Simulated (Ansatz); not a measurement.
How far is PAW off for AlRu?

```xyz
2
Lattice="2.9916 0.0000 0.0000 0.0000 2.9916 0.0000 0.0000 0.0000 2.9916" Properties=species:S:1:pos:R:3 pbc="T T T"
Al    0.0000    0.0000    0.0000
Ru    1.4958    1.4958    1.4958
```

Atom numbers follow the list: Al1, Ru2.

Conventional cell: a = 2.992 Å, b = 2.992 Å, c = 2.992 Å, α = 90.00°, β = 90.00°, γ = 90.00°. Al (atom 1) has 8 Ru at 2.59 Å as nearest neighbours. Ru (atom 2) has 8 Al at 2.59 Å as nearest neighbours.

The geometry is COD entry 1527371, unchecked; take it as a test cell.

Spin polarisation is left out, and whether a magnetic state lies lower isn't shown here.

Levels of theory: DFT, PBEsol, PAW with Ansatz's default frozen-core files, scalar-relativistic (Ansatz 0.2.0); DFT, PBEsol, all-electron LAPW, scalar-relativistic (Ansatz 0.2.0).

For PAW: a Γ-centred 14×14×14 k mesh, Fermi–Dirac smearing of 0.08 eV, cutoff 420 eV, no spin polarisation; the PAW files were made with PBE, and the program remakes their frozen cores for this functional. LAPW targets a basis error of 0.5 meV/atom. The Ansatz runs share mesh, smearing and spin set-up. Plane-wave (PAW) pressures include the program's estimate of the Pulay term.

Stress and pressure are positive in compression.

Levels count from the Fermi level.

| quantity | PAW | LAPW |
| --- | --- | --- |
| pressure (GPa) | ? | ? |
| highest filled level at R (eV) | -4.636 | -4.640 |
| lowest empty level at R (eV) | 1.617 | 1.618 |
| highest filled level at M (eV) | -1.169 | -1.169 |
| lowest empty level at M (eV) | 1.524 | 1.525 |
| highest filled level at Γ (eV) | -3.597 | -3.597 |
| lowest empty level at Γ (eV) | 0.183 | 0.184 |

Question: What belongs in the row "pressure (GPa)", column "LAPW"?

Answer: -3.20.

Question: What belongs in the row "pressure (GPa)", column "PAW"?

Answer: -3.15.
